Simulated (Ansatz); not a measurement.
# CuI (rocksalt type): how the settings move a single-point run

How sensitive is a single-point run of CuI (rocksalt type) to its settings? A reference run comes first, then one run with altered input.

Program: Ansatz 0.2.0. Level of theory: reference: DFT, PBEsol, PAW with Ansatz's default frozen-core files, scalar-relativistic. These are calculated values, not measurements.

**1. The system as given**

Symmetry: Fm-3m, No. 225, cubic system. Conventional cell: a = 4.283 Å, b = 4.283 Å, c = 4.283 Å, α = 90.00°, β = 90.00°, γ = 90.00°. Cu (site symmetry m-3m) has 6 I at 2.14 Å in its first shell of neighbours. Around I (site symmetry m-3m) lie 6 Cu at 2.14 Å.

Coordinates:

```cif
data_structure
_symmetry_space_group_name_H-M 'P 1'
_symmetry_Int_Tables_number 1
_cell_length_a 3.0287
_cell_length_b 3.0287
_cell_length_c 3.0287
_cell_angle_alpha 60.000
_cell_angle_beta 60.000
_cell_angle_gamma 60.000
_cell_volume 19.64
loop_
_atom_site_label
_atom_site_type_symbol
_atom_site_fract_x
_atom_site_fract_y
_atom_site_fract_z
_atom_site_occupancy
Cu1 Cu 0.00000 0.00000 0.00000 1
I1 I 0.50000 0.50000 0.50000 1
```

**2. Reference**

The input, input.yaml:

```yaml
crystal:
  lattice:
    - [0.0, 2.1415985702, 2.1415985702]
    - [2.1415985702, 0.0, 2.1415985702]
    - [2.1415985702, 2.1415985702, 0.0]
  atoms:
    - { symbol: Cu, position: [0.0, 0.0, 0.0] }
    - { symbol: I, position: [0.5, 0.5, 0.5] }
kpoints:
  mp_grid: { grid: [13, 13, 13] }
  band_path:
    path:
      - [0.0, 0.0, 0.0]
      - [0.5, 0.0, 0.5]
      - [0.625, 0.25, 0.625]
      - [0.375, 0.375, 0.75]
      - [0.0, 0.0, 0.0]
      - [0.5, 0.5, 0.5]
      - [0.5, 0.25, 0.75]
      - [0.5, 0.0, 0.5]
    npoints: 8
scf:
  occupations: { method: fermi_dirac, width: 0.05 }
hamiltonian:
  xc: pbesol
  pseudopotentials: { kind: paw }
output:
  forces: true
  stress: true
  eigenvalues: true
  populations: true
  dos: { projected: true, de: 0.2, e_range: [-14, 8] }
  write_density: true
  write_potential: true
  elf: true
  volumetric_format: npy
```

Run with:

```
> ansatz run input.yaml --threads 1 --pin off --max-ram 2048MiB --backend cpu --events-out ev --progress --plain --runs-dir out
```

**3. Changed: xc lda**

Edit input.yaml of step 2 so:

```diff
@@ -24,3 +24,3 @@
 hamiltonian:
-  xc: pbesol
+  xc: lda
   pseudopotentials: { kind: paw }
@@ -31,6 +31 @@
   populations: true
-  dos: { projected: true, de: 0.2, e_range: [-14, 8] }
-  write_density: true
-  write_potential: true
-  elf: true
-  volumetric_format: npy
```

**Question.** What will these runs give? Wanted: for each run, ending; energy change; pressure; gap; force.

**Answer**, as computed:

```tsv
run	ending	energy change	pressure (GPa)	gap (eV)	force (eV/Å)	cycles	time
reference	converged	-	352.4	0.00	0.00	8	5.8 s
1: xc lda	converged	not comparable	342.9	0.00	0.00	7	4.7 s
```

Times don't compare one to one where runs were asked for different outputs or read a saved state (see the inputs); cycles may leave out searches for a lower state.

Residual by cycle in the longest SCF loop of each run; runs are numbered as in the table. The quantity is the density residual dr2, in eV.

```tsv
cycle	reference	run 1
1	0.278	0.239
2	0.0511	0.0477
3	0.0251	0.0141
4	0.00315	7.2e-4
5	2.3e-4	4.8e-5
6	6.3e-6	3.8e-6
7	6.4e-7	4.5e-8
8	1.7e-8	-
```

What this shows: A change of functional puts the total energy on another scale; the pressure goes from 352.4 to 342.9 GPa. At this fixed cell a lower pressure means that this functional prefers a smaller volume than the reference. The structure is not at rest: the sound run finds 352 GPa, so these are no properties of the relaxed crystal. 
